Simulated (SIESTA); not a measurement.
FeO:

```
Fe O
1.0
    -1.60210    1.60210    2.08339
     1.60210   -1.60210    2.08339
     1.60210    1.60210   -2.08339
Fe O
1 1
Direct
  0.00000 0.00000 0.00000
  0.50000 0.50000 0.00000
```

The cell comes from a database or a generator and needn't be the stable form of this composition.

```yaml
Program: SIESTA 5.4.2
Task: single point
Functional: PBEsol
Potentials_or_basis: PseudoDojo 0.4 standard (PBEsol files)
Basis: DZP (energy shift 0.003 Ry; two zetas on semicore shells)
Grid_cutoff: 800 Ry
Energy_shift: 0.003 Ry
k_mesh: 12 × 12 × 12
Occupations: fermi-dirac, width 0.05 eV
Spin: collinear spin, ferromagnetic start
Starting_moments: "[3.0, 0.0] μB"
```

On this cell: pressure -15.8 GPa; largest force under 0.003 eV/Å; net moment 4.00 μB per cell; site moments Fe +3.69; O +0.31 μB; band gap on the k mesh none (metal or under the smearing width).

The same run follows on a disturbed copy (atoms moved at random, drawn with an rms of 0.05 Å):

```
Fe O
1.0
    -1.60210    1.60210    2.08339
     1.60210   -1.60210    2.08339
     1.60210    1.60210   -2.08339
Fe O
1 1
Direct
  0.00011 0.00377 0.99607
  0.50393 0.50376 0.01474
```

What does the disturbed cell give?

The energy (extrapolated to zero smearing) moves by +1.5 meV/atom; pressure -15.6 GPa; largest force 0.178 eV/Å; net moment 4.00 μB per cell; site moments Fe +3.69; O +0.31 μB; band gap on the k mesh none (metal or under the smearing width).

Forces on the atoms (eV/Å):
```
Fe   0.007  0.008 -0.178
O   -0.007 -0.010  0.177
```

Stress tensor (GPa, compression positive):
```
-17.81   0.13   0.04
  0.13 -17.82   0.06
  0.04   0.06 -11.21
```

Caveats: short orbitals over semicore shells can move pressures by several GPa; the basis of atomic orbitals isn't converged, which shifts pressures, moduli and gaps; a cell with one magnetic atom can't hold antiferromagnetic order, which such compounds often take; semilocal functionals often make such compounds metallic where correlation or magnetic order opens a gap, which also shifts bond lengths; so large a pressure means that the cell lies far from this level's equilibrium, or that cutoff or potentials fall short (some runs).
